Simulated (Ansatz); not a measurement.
# Os: strong compression

How does Os (bcc type) answer strong compression, and how long do frozen cores keep up with all electrons? Methods of the runs shown: LAPW, crystal datasets and norm-conserving. Companion runs by PAW are cited. Its runs: the reference run (LAPW); volume scaled by 1 (crystal datasets and norm-conserving); volume scaled by 0.9 (LAPW and crystal datasets); volume scaled by 0.8 (LAPW and crystal datasets); volume scaled by 0.7 (LAPW); volume scaled by 0.6 (LAPW and norm-conserving); volume scaled by 0.5 (LAPW and crystal datasets); volume scaled by 0.4 (LAPW, crystal datasets and norm-conserving).

This is Os in the bcc structure; at room conditions it is hcp.

Method: DFT PBE, with the methods named in each step, in Ansatz 0.2.0.

### Step 1. Starting point

It takes space group Im-3m (No. 229, cubic). Conventional cell: a = 3.093 Å, b = 3.093 Å, c = 3.093 Å, α = 90.00°, β = 90.00°, γ = 90.00°. Os (site symmetry m-3m) is surrounded by 8 Os at 2.68 Å.

Coordinates:

```
CELL_PARAMETERS angstrom
-1.54627 1.54627 1.54627
1.54627 -1.54627 1.54627
1.54627 1.54627 -1.54627
ATOMIC_POSITIONS crystal
Os 0.00000 0.00000 0.00000
```

Whether this phase is the stable one at these pressures isn't tested.

### Step 2. The reference volume, LAPW

The input, input.yaml:

```yaml
crystal:
  lattice:
    - [-1.5462720846, 1.5462720846, 1.5462720846]
    - [1.5462720846, -1.5462720846, 1.5462720846]
    - [1.5462720846, 1.5462720846, -1.5462720846]
  atoms:
    - { symbol: Os, position: [0.0, 0.0, 0.0] }
kpoints:
  mp_grid: { grid: [17, 17, 17] }
  band_path:
    path:
      - [0.0, 0.0, 0.0]
      - [0.5, -0.5, 0.5]
      - [0.0, 0.0, 0.5]
      - [0.0, 0.0, 0.0]
      - [0.25, 0.25, 0.25]
      - [0.5, -0.5, 0.5]
      - [0.25, 0.25, 0.25]
      - [0.0, 0.0, 0.5]
    npoints: 14
scf:
  occupations: { method: fermi_dirac, width: 0.1 }
hamiltonian:
  xc: pbe
  pseudopotentials: { kind: all_electron, lapw: { basis_error: 0.001 } }
output:
  forces: true
  stress: true
  eigenvalues: true
  populations: true
  dos: { projected: true, de: 0.2, e_range: [-14, 8] }
```

Run with:

```
ansatz run input.yaml --threads 1 --pin off --max-ram 2048MiB --backend cpu --events-out ev --progress --plain --runs-dir out
```

### Step 3. Volume scaled by 1, crystal datasets

The input, input.yaml:

```yaml
crystal:
  lattice:
    - [-1.5462720846, 1.5462720846, 1.5462720846]
    - [1.5462720846, -1.5462720846, 1.5462720846]
    - [1.5462720846, 1.5462720846, -1.5462720846]
  atoms:
    - { symbol: Os, position: [0.0, 0.0, 0.0] }
kpoints:
  mp_grid: { grid: [17, 17, 17] }
scf:
  occupations: { method: fermi_dirac, width: 0.1 }
hamiltonian:
  xc: pbe
  pseudopotentials: { kind: all_electron, datasets: crystal }
output:
  forces: true
  stress: true
  eigenvalues: true
```

### Step 4. Volume scaled by 1, norm-conserving

input.yaml: that of step 3 with these lines changed.

```diff
@@ -13,3 +13,3 @@
   xc: pbe
-  pseudopotentials: { kind: all_electron, datasets: crystal }
+  pseudopotentials: { kind: nc }
 output:
```

### Step 5. Volume scaled by 0.9, LAPW

The input, input.yaml:

```yaml
crystal:
  lattice:
    - [-1.4929092834, 1.4929092834, 1.4929092834]
    - [1.4929092834, -1.4929092834, 1.4929092834]
    - [1.4929092834, 1.4929092834, -1.4929092834]
  atoms:
    - { symbol: Os, position: [0.0, 0.0, 0.0] }
kpoints:
  mp_grid: { grid: [17, 17, 17] }
scf:
  occupations: { method: fermi_dirac, width: 0.1 }
hamiltonian:
  xc: pbe
  pseudopotentials: { kind: all_electron, lapw: { basis_error: 0.001 } }
output:
  forces: true
  stress: true
  eigenvalues: true
  populations: true
```

### Step 6. Volume scaled by 0.9, crystal datasets

input.yaml: that of step 5 with these lines changed.

```diff
@@ -13,3 +13,3 @@
   xc: pbe
-  pseudopotentials: { kind: all_electron, lapw: { basis_error: 0.001 } }
+  pseudopotentials: { kind: all_electron, datasets: crystal }
 output:
@@ -18,2 +18 @@
   eigenvalues: true
-  populations: true
```

### Step 7. Volume scaled by 0.8, LAPW

The input, input.yaml:

```yaml
crystal:
  lattice:
    - [-1.4354318484, 1.4354318484, 1.4354318484]
    - [1.4354318484, -1.4354318484, 1.4354318484]
    - [1.4354318484, 1.4354318484, -1.4354318484]
  atoms:
    - { symbol: Os, position: [0.0, 0.0, 0.0] }
kpoints:
  mp_grid: { grid: [17, 17, 17] }
scf:
  occupations: { method: fermi_dirac, width: 0.1 }
hamiltonian:
  xc: pbe
  pseudopotentials: { kind: all_electron, lapw: { basis_error: 0.001 } }
output:
  forces: true
  stress: true
  eigenvalues: true
  populations: true
```

### Step 8. Volume scaled by 0.8, crystal datasets

input.yaml: that of step 7 with these lines changed.

```diff
@@ -13,3 +13,3 @@
   xc: pbe
-  pseudopotentials: { kind: all_electron, lapw: { basis_error: 0.001 } }
+  pseudopotentials: { kind: all_electron, datasets: crystal }
 output:
@@ -18,2 +18 @@
   eigenvalues: true
-  populations: true
```

### Step 9. Volume scaled by 0.7, LAPW

The input, input.yaml:

```yaml
crystal:
  lattice:
    - [-1.3729411717, 1.3729411717, 1.3729411717]
    - [1.3729411717, -1.3729411717, 1.3729411717]
    - [1.3729411717, 1.3729411717, -1.3729411717]
  atoms:
    - { symbol: Os, position: [0.0, 0.0, 0.0] }
kpoints:
  mp_grid: { grid: [17, 17, 17] }
scf:
  occupations: { method: fermi_dirac, width: 0.1 }
hamiltonian:
  xc: pbe
  pseudopotentials: { kind: all_electron, lapw: { basis_error: 0.001 } }
output:
  forces: true
  stress: true
  eigenvalues: true
  populations: true
```

### Step 10. Volume scaled by 0.6, LAPW

input.yaml: that of step 9 with these lines changed.

```diff
@@ -2,5 +2,5 @@
   lattice:
-    - [-1.3729411717, 1.3729411717, 1.3729411717]
-    - [1.3729411717, -1.3729411717, 1.3729411717]
-    - [1.3729411717, 1.3729411717, -1.3729411717]
+    - [-1.3041763856, 1.3041763856, 1.3041763856]
+    - [1.3041763856, -1.3041763856, 1.3041763856]
+    - [1.3041763856, 1.3041763856, -1.3041763856]
   atoms:
```

### Step 11. Volume scaled by 0.6, norm-conserving

input.yaml: that of step 10 with these lines changed.

```diff
@@ -13,3 +13,3 @@
   xc: pbe
-  pseudopotentials: { kind: all_electron, lapw: { basis_error: 0.001 } }
+  pseudopotentials: { kind: nc }
 output:
@@ -18,2 +18 @@
   eigenvalues: true
-  populations: true
```

### Step 12. Volume scaled by 0.5, LAPW

The input, input.yaml:

```yaml
crystal:
  lattice:
    - [-1.2272769669, 1.2272769669, 1.2272769669]
    - [1.2272769669, -1.2272769669, 1.2272769669]
    - [1.2272769669, 1.2272769669, -1.2272769669]
  atoms:
    - { symbol: Os, position: [0.0, 0.0, 0.0] }
kpoints:
  mp_grid: { grid: [17, 17, 17] }
scf:
  occupations: { method: fermi_dirac, width: 0.1 }
hamiltonian:
  xc: pbe
  pseudopotentials: { kind: all_electron, lapw: { basis_error: 0.001 } }
output:
  forces: true
  stress: true
  eigenvalues: true
  populations: true
```

### Step 13. Volume scaled by 0.5, crystal datasets

input.yaml: that of step 12 with these lines changed.

```diff
@@ -13,3 +13,3 @@
   xc: pbe
-  pseudopotentials: { kind: all_electron, lapw: { basis_error: 0.001 } }
+  pseudopotentials: { kind: all_electron, datasets: crystal }
 output:
@@ -18,2 +18 @@
   eigenvalues: true
-  populations: true
```

### Step 14. Volume scaled by 0.4, LAPW

The input, input.yaml:

```yaml
crystal:
  lattice:
    - [-1.139303013, 1.139303013, 1.139303013]
    - [1.139303013, -1.139303013, 1.139303013]
    - [1.139303013, 1.139303013, -1.139303013]
  atoms:
    - { symbol: Os, position: [0.0, 0.0, 0.0] }
kpoints:
  mp_grid: { grid: [17, 17, 17] }
  band_path:
    path:
      - [0.0, 0.0, 0.0]
      - [0.5, -0.5, 0.5]
      - [0.0, 0.0, 0.5]
      - [0.0, 0.0, 0.0]
      - [0.25, 0.25, 0.25]
      - [0.5, -0.5, 0.5]
      - [0.25, 0.25, 0.25]
      - [0.0, 0.0, 0.5]
    npoints: 8
scf:
  occupations: { method: fermi_dirac, width: 0.1 }
hamiltonian:
  xc: pbe
  pseudopotentials: { kind: all_electron, lapw: { basis_error: 0.001 } }
output:
  forces: true
  stress: true
  eigenvalues: true
  populations: true
  dos: { projected: true, de: 0.2, e_range: [-14, 8] }
```

### Step 15. Volume scaled by 0.4, crystal datasets

The input, input.yaml:

```yaml
crystal:
  lattice:
    - [-1.139303013, 1.139303013, 1.139303013]
    - [1.139303013, -1.139303013, 1.139303013]
    - [1.139303013, 1.139303013, -1.139303013]
  atoms:
    - { symbol: Os, position: [0.0, 0.0, 0.0] }
kpoints:
  mp_grid: { grid: [17, 17, 17] }
scf:
  occupations: { method: fermi_dirac, width: 0.1 }
hamiltonian:
  xc: pbe
  pseudopotentials: { kind: all_electron, datasets: crystal }
output:
  forces: true
  stress: true
  eigenvalues: true
```

### Step 16. Volume scaled by 0.4, norm-conserving

input.yaml: that of step 15 with these lines changed.

```diff
@@ -13,3 +13,3 @@
   xc: pbe
-  pseudopotentials: { kind: all_electron, datasets: crystal }
+  pseudopotentials: { kind: nc }
 output:
```

(Steps that only read results are left out.)

Q: Predict the outcome of this session. Wanted: LAPW pressure at 0.4 of the volume; PAW pressure at 0.4 of the volume; PAW; crystal datasets pressure at 0.4 of the volume; norm-conserving pressure at 0.4 of the volume; fitted bulk modulus at zero pressure.

As calculated:

```
                                                     quantity       value
                           LAPW pressure at 0.4 of the volume  2412.1 GPa
                            PAW pressure at 0.4 of the volume  2420.6 GPa
PAW (partial_waves polarizable) pressure at 0.4 of the volume  2420.6 GPa
               crystal datasets pressure at 0.4 of the volume  2412.1 GPa
                norm-conserving pressure at 0.4 of the volume  2417.4 GPa
                  fitted bulk modulus at zero pressure (LAPW)     375 GPa
                                      its pressure derivative        4.19
```

**Reading.** By LAPW the pressure climbs to 2412 GPa at 0.4 of the first volume. A third-order Birch-Murnaghan curve fits the range only roughly (B₀ = 375 GPa, B′ = 4.19, misfit at most 27.40 GPa). A fit over so wide a range leans to the high pressures, so B₀ can be off by several per cent. Where LAPW's pressure is over 3 GPa, PAW's departs from it by at most 0.5 %, at 0.5 of the volume. The ions are at rest, and the electrons smeared by 0.1 eV. Spin-orbit coupling is left out, though the cell holds Os; in elements this heavy it can shift bands and gaps by tenths of an eV.
